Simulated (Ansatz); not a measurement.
# Ag: phonons and Grüneisen parameters

Aim: phonons by finite displacements on a 4×4×4 mesh of wavevectors, at three volumes, and the mode Grüneisen parameters. Runs: reference run (LAPW); volume scaled by 0.970 (LAPW). Companion runs by PAW are cited.

Program: Ansatz 0.2.0. Level of theory: DFT PBEsol, all-electron LAPW, scalar-relativistic unless said. These are calculated values, not measurements.

1 further run of the same task is left out (it didn't finish).

**1. The system as given**

The structure is cubic, space group Fm-3m (No. 225). The conventional cell has a = 4.054 Å, b = 4.054 Å, c = 4.054 Å, α = 90.00°, β = 90.00°, γ = 90.00°. Around Ag (site symmetry m-3m) lie 12 Ag at 2.87 Å.

Coordinates:

```cif
data_structure
_symmetry_space_group_name_H-M 'Fm-3m'
_symmetry_Int_Tables_number 225
_cell_length_a 4.0542
_cell_length_b 4.0542
_cell_length_c 4.0542
_cell_angle_alpha 90.000
_cell_angle_beta 90.000
_cell_angle_gamma 90.000
_cell_volume 66.64
loop_
_atom_site_label
_atom_site_type_symbol
_atom_site_symmetry_multiplicity
_atom_site_Wyckoff_symbol
_atom_site_fract_x
_atom_site_fract_y
_atom_site_fract_z
_atom_site_occupancy
Ag1 Ag 4 a 0.00000 0.00000 0.00000 1
```

Cartesian axes are those of the input's lattice vectors. The structure goes back to a database entry.

**2. Reference run, LAPW**

Input file input.yaml:

```yaml
crystal:
  lattice:
    - [0.0, 2.02711489457, 2.02711489457]
    - [2.02711489457, 0.0, 2.02711489457]
    - [2.02711489457, 2.02711489457, 0.0]
  atoms:
    - { symbol: Ag, position: [0.0, 0.0, 0.0] }
kpoints:
  mp_grid: { grid: [20, 20, 20] }
scf:
  occupations: { method: fermi_dirac, width: 0.1 }
hamiltonian:
  xc: pbesol
  pseudopotentials: { kind: all_electron, lapw: { basis_error: 0.001 } }
phonons:
  qmesh: [4, 4, 4]
  qpath:
    path:
      - [0.0, 0.0, 0.0]
      - [0.5, 0.0, 0.5]
      - [0.625, 0.25, 0.625]
      - [0.375, 0.375, 0.75]
      - [0.0, 0.0, 0.0]
      - [0.5, 0.5, 0.5]
      - [0.5, 0.25, 0.75]
      - [0.5, 0.0, 0.5]
    npoints: 6
  temperatures: { t_min: 0, t_max: 1000, t_step: 100 }
```

Command:

```
$ ansatz run input.yaml --threads 2 --pin off --max-ram 10240MiB --backend cpu --events-out ev --progress --plain --runs-dir out
```

**3. Volume scaled by 0.970, LAPW**

input.yaml: that of step 2 with these lines changed.

```diff
@@ -2,5 +2,5 @@
   lattice:
-    - [0.0, 2.02711489457, 2.02711489457]
-    - [2.02711489457, 0.0, 2.02711489457]
-    - [2.02711489457, 2.02711489457, 0.0]
+    - [0.0, 2.00663758651, 2.00663758651]
+    - [2.00663758651, 0.0, 2.00663758651]
+    - [2.00663758651, 2.00663758651, 0.0]
   atoms:
```

(Steps that only read results are left out.)

Before running it: what results should come out? Wanted: highest mode on the mesh, without the LO shift.

**Answer**, as computed:

```
                                             quantity     value
highest mode on the mesh, without the LO shift (LAPW)  178 cm⁻¹
```

What this shows: No mode on the mesh is unstable; the highest lies at 178 cm⁻¹ by LAPW. PAW differs from LAPW by at most 0.1 cm⁻¹. Each set of modes is computed in the harmonic approximation. Cautions: responses of metals move with mesh and smearing.
